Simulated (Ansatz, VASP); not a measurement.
**MgS in VASP and in Ansatz**

The input INCAR:

```
SYSTEM = MgS
PREC = Accurate
ENCUT = 520
EDIFF = 1E-6
ISMEAR = 0
SIGMA = 0.02
LREAL = .FALSE.
LASPH = .TRUE.
NELM = 60
ALGO = Normal
ISIF = 2
LWAVE = .FALSE.
LCHARG = .TRUE.
GGA = PE
LELF = .TRUE.
LVHAR = .TRUE.
NBANDS = 16
```

File KPOINTS:

```
Automatic mesh
0
G
  6 6 4
  0 0 0
```

Contents of POSCAR:

```
MgS
1.0
    3.9816881608      0.0000000000      0.0000000000
   -1.9908440804      3.4482430973      0.0000000000
    0.0000000000      0.0000000000      6.2514180677
Mg S
2 2
Direct
    0.6666666700      0.3333333300      0.4724350211
    0.3333333300      0.6666666700      0.9724350211
    0.3333333300      0.6666666700      0.4025639789
    0.6666666700      0.3333333300      0.9025639789
```

Input for Ansatz:

```yaml
crystal:
  lattice:
    - [3.9816881608, 0.0, 0.0]
    - [-1.9908440804, 3.4482430973, 0.0]
    - [0.0, 0.0, 6.2514180677]
  atoms:
    - { symbol: Mg, position: [0.66666667, 0.33333333, 0.4724350211] }
    - { symbol: Mg, position: [0.33333333, 0.66666667, 0.9724350211] }
    - { symbol: S, position: [0.33333333, 0.66666667, 0.4025639789] }
    - { symbol: S, position: [0.66666667, 0.33333333, 0.9025639789] }
basis:
  ecutwfc: 420
kpoints:
  mp_grid: { grid: [6, 6, 4] }
hamiltonian:
  xc: pbe
scf:
  occupations: { method: gaussian, width: 0.02 }
output:
  forces: true
  stress: true
  eigenvalues: true
  populations: true
```

Alike in both runs: task single point; functional PBE; k mesh 6 × 6 × 4; occupations gaussian, width 0.02 eV; no spin polarisation.

|  | VASP | Ansatz |
| --- | --- | --- |
| version | VASP 6.6.1 | Ansatz 0.2.0 |
| potentials or method | VASP PAW PBE potentials, release 64 (Mg, S) | scalar-relativistic, plane waves, PAW |
| plane-wave cutoff (eV) | 520 | 420 |
| valence electrons in the cell | 16 | 32 |

|  | VASP | Ansatz | Ansatz less VASP |
| --- | --- | --- | --- |
| gap on the k mesh at the Fermi level (eV) | 3.25 | 3.25 | +0.004 |
| least direct gap on the mesh (eV) | 3.25 | 3.25 | +0.004 |
| pressure (GPa) | 5.3 | 5.5 | +0.13 |
| largest component of the traceless stress (GPa) | 6.86 | 6.86 | +0.005 |
| rms of the force components (eV/Å) | 0.430 | 0.429 | -0.0016 |

Atom by atom the forces differ by 0.002 eV/Å (rms over components). The two sets of potentials don't hold the same shells in valence.
